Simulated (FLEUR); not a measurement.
# Ni (c factor at fixed volume 1.06 on the database's cell): anisotropy by force theorems, part 2 of 2

Aim: the anisotropy of Ni (c factor at fixed volume 1.06 on the database's cell) from single passes in the potential of one collinear state.

FLEUR MaX-R8.1; PBE; all-electron FLAPW, Dirac cores, scalar-relativistic bands.

So far. Step 2 (The magnetic state): After 22 cycles the largest moment stands at 0.660 μB.

## (5) Spin–orbit coupling, moments along [001]

Level of this step: PBE; all-electron FLAPW, Dirac cores, scalar-relativistic bands with spin-orbit coupling (FLEUR).

Spin–orbit coupling ties the spins to the lattice and lets orbital moments form.

A new self-consistent run of the start ferro +, with the moments along z. The k list default-1 (kpts.xml, not shown) is a Γ-centred 27×27×27 mesh.

inp.xml

```
<?xml version="1.0" encoding="UTF-8" standalone="no"?>
<fleurInput fleurInputVersion="0.39">
   <comment>
      Ni
   </comment>
   <calculationSetup>
      <cutoffs Kmax="3.68" Gmax="11.0" GmaxXC="11.0" numbands="38"/>
      <scfLoop itmax="110" minDistance="0.00002" maxIterBroyd="15" imix="Anderson" alpha="0.05" precondParam="0.0" spinf="2.0" sdNocoIR="T"/>
      <coreElectrons ctail="T" frcor="F" kcrel="0" coretail_lmax="0"/>
      <xcFunctional name="pbe" relativisticCorrections="F"/>
      <magnetism jspins="2"/>
      <soc l_soc="T" theta="0.0" phi="0.0" spav="F"/>
      <expertModes spex="0" secvar="F"/>
      <geometryOptimization l_f="F" forcealpha="1.0" forcemix="BFGS" epsdisp="0.00001" epsforce="0.00001"/>
      <ldaU l_linMix="F" mixParam="0.05" spinf="1.0"/>
   </calculationSetup>
   <cell>
      <bzIntegration valenceElectrons="18.0" mode="hist" fermiSmearingEnergy="0.00183747">
         <kPointListSelection listName="default-1"/>
         <xi:include xmlns:xi="http://www.w3.org/2001/XInclude" href="kpts.xml"> </xi:include>
      </bzIntegration>
      <xi:include xmlns:xi="http://www.w3.org/2001/XInclude" href="sym.xml"> </xi:include>
      <bulkLattice scale="1.0">
         <bravaisMatrix>
            <row-1>    0.0000000000000000     3.2339687437718427     3.5293490753079269</row-1>
            <row-2>    3.2339687437718427     0.0000000000000000     3.5293490753079269</row-2>
            <row-3>    3.2339687437718427     3.2339687437718427     0.0000000000000000</row-3>
         </bravaisMatrix>
      </bulkLattice>
   </cell>
   <atomSpecies>
      <species name="Nickel (Ni1.000" element="Ni" atomicNumber="28">
         <mtSphere radius="2.23" gridPoints="737" logIncrement="0.017"/>
         <atomicCutoffs lmax="8" lnonsphr="6"/>
         <electronConfig flipSpins="F">
            <coreConfig>(1s1/2) (2s1/2) (2p1/2) (2p3/2)</coreConfig>
            <valenceConfig>(3s1/2) (3p1/2) (3p3/2) (4s1/2) (3d3/2) (3d5/2)</valenceConfig>
            <stateOccupation state="(3d3/2)" spinUp="1.6" spinDown="1.6"/>
            <stateOccupation state="(3d5/2)" spinUp="2.9" spinDown="1.9"/>
         </electronConfig>
         <energyParameters s="4" p="4" d="3" f="4"/>
         <lo type="SCLO" l="0" n="3" eDeriv="0"/>
         <lo type="SCLO" l="1" n="3" eDeriv="0"/>
      </species>
   </atomSpecies>
   <atomGroups>
      <atomGroup species="Nickel (Ni1.000">
         <relPos label="                   1">.0000000000 .0000000000 .0000000000</relPos>
         <force calculate="T" relaxXYZ="TTT"/>
      </atomGroup>
   </atomGroups>
   <output dos="F" band="F" slice="F">
      <bandDOS minEnergy="-.5*Htr" maxEnergy="0.5*Htr" sigma="0.015" storeEVData="T"/>
      <plotting iplot="0" polar="F">
         <plot TwoD="T" vec1="  1.0  0.0  0.0" vec2="  0.0  1.0  0.0" vec3="  0.0  0.0  1.0" zero="  0.0  0.0  0.0" file="plot"/>
      </plotting>
      <moessbauerParams electricFieldGradient="F" isomerShift="F" coreHyperfine="F" valenceHyperfine="F"/>
   </output>
</fleurInput>
```

crystal.txt

```
Ni
&input film=F cartesian=F /
0.00000000000  1.71134256000  1.86765110000
1.71134256000  0.00000000000  1.86765110000
1.71134256000  1.71134256000  0.00000000000
1.8897261246
1.0 1.0 1.0

1
28 0.00000000000  0.00000000000  0.00000000000 : 1.000

&soc 0.0000000 0.0000000 /
&kpt div1=27 div2=27 div3=27 gamma=T /
```

Command:

```
$ OMP_NUM_THREADS=1 inpgen -f crystal.txt > inpgen.log  # inp.xml is then edited as shown
$ OMP_NUM_THREADS=1 mpirun -n 4 fleur_MPI > fleur.log
```

What it wrote:

```text
[banner, memory and clock lines left out]
Welcome to FLEUR        (www.flapw.de)
      MaX-Release 8.1          (www.max-centre.eu)

 ========== k-point set info ==========
 Selected k-point list: default-1
 k-point list type: mesh
 0 x 0 x 0
 Number of k points: 2564

 [... set-up left out ...]
 Iteration:     1   Distance:       9.40355215 me/bohr^3
 Iteration:     2   Distance:       8.97818096 me/bohr^3
 Iteration:     3   Distance:       5.51965019 me/bohr^3
 Iteration:     4   Distance:       1.68165814 me/bohr^3
 Iteration:     5   Distance:       1.51023634 me/bohr^3
 Iteration:     6   Distance:       0.34445615 me/bohr^3
 Iteration:     7   Distance:       0.50349552 me/bohr^3
 Iteration:     8   Distance:       0.10101080 me/bohr^3
 Iteration:     9   Distance:       0.08249240 me/bohr^3
 Iteration:    10   Distance:       0.03646203 me/bohr^3
 Iteration:    11   Distance:       0.01527209 me/bohr^3
 Iteration:    12   Distance:       0.01482637 me/bohr^3
 Iteration:    13   Distance:       0.00503393 me/bohr^3
 Iteration:    14   Distance:       0.00469911 me/bohr^3
 Iteration:    15   Distance:       0.00023417 me/bohr^3
 Iteration:    16   Distance:       0.00022373 me/bohr^3
 Iteration:    17   Distance:       0.00016540 me/bohr^3
 Iteration:    18   Distance:       0.00002041 me/bohr^3
 Iteration:    19   Distance:       0.00000366 me/bohr^3

 ********************************************************************
 Run finished successfully
 Stop message:
   all done
 ********************************************************************

--- out.xml (last complete iteration) ---
<iteration numberForCurrentRun="   19" overallNumber="   19">
         [... left out ...]
         <bandgap value="0.0000985095" units="eV"/>
         <sumValenceSingleParticleEnergies value="-16.5967715369" units="Htr"/>
         <FermiEnergy value="0.3258309866" units="Htr"/>
         [... left out ...]
         <magneticMomentsInMTSpheres units="muBohr">
            <globalMagMoment atomType="1" vec="0.00000   0.00000   0.65211"/>
         </magneticMomentsInMTSpheres>
         <orbitalMomentsInMTSpheres units="muBohr">
            <globalMagMoment atomType="1" vec="0.00000   0.00000   0.04486"/>
         </orbitalMomentsInMTSpheres>
         [... left out ...]
         <totalEnergy value="    -1520.8304991915" units="Htr">
            <sumOfEigenvalues value="     -872.2834113636">
               <coreElectrons value="-855.6866398267"/>
               <valenceElectrons value="-16.5967715369"/>
            </sumOfEigenvalues>
         [... left out ...]
            <freeEnergy value="-1520.8310433204"/>
            <extrapolationTo0K value="-1520.8307712560"/>
         </totalEnergy>
         <densityConvergence units="me/bohr^3">
            <chargeDensity spin="1" distance="0.0000023815"/>
            <chargeDensity spin="2" distance="0.0000026967"/>
            <overallChargeDensity distance="0.0000035302"/>
            <spinDensity distance="0.0000036642"/>
         </densityConvergence>
      </iteration>
```

The job ended after 3.1 min (4 MPI ranks of Arm Neoverse V2, shared host; peak memory 0.73 GiB).

This step gave:

- free energy: -41383.9209 eV
- program's band gap on this mesh (in a metal only a level spacing): 9.85e-5 eV
- magnetization: 0.619 μB
- final state: ferromagnetic
- largest moment: 0.6521 μB
- orbital moment along the spin: 0.04486 μB

Orbital moment in the sphere, along the spin axis by atom:

| atom | orbital moment in the sphere, along the spin axis (μB) |
| --- | --- |
| Ni1 | 0.0449 |

## (6) Results

```
reference state                                                             : ferromagnetic
largest sphere moment                                                       : 0.660 μB
easy direction of those tried                                               : the plane normal to [001]
energy along [100] less [001], force theorem                                : -0.0859 meV a primitive cell
orbital moment on the atom of largest spin, along its spin (spin–orbit run) : 0.0449 μB
```

What this shows: By the force theorem the moments prefer the plane normal to [001], with no direction in it resolved; shape anisotropy is not in it. The difference for the second direction goes from -0.11 meV (mesh 19×19×19, 38 states, 3 min of CPU time) to -0.086 meV (mesh 27×27×27, 38 states, 8.4 min), so it is not converged. On the atom of largest spin the orbital moment is almost quenched. The state was typed, and no other order was converged beside it, so it need not be the ground state.

[Logs and program files are shortened in this print: banners, set-up blocks, solver, clock and traceback lines can be left out without a mark of their own.]

[Logs are printed without paths, hosts, clocks, repeated set-up lines and the standing remarks that a program may print on its own settings, such as how far it seeks lower states.]

[Hosts, paths, dates, database ids (printed as entryN), source tags and the programs' standing remarks are cut or masked in the printed files.]

[Where a cell is said to come from a database of computed structures, the database is the Materials Project.]
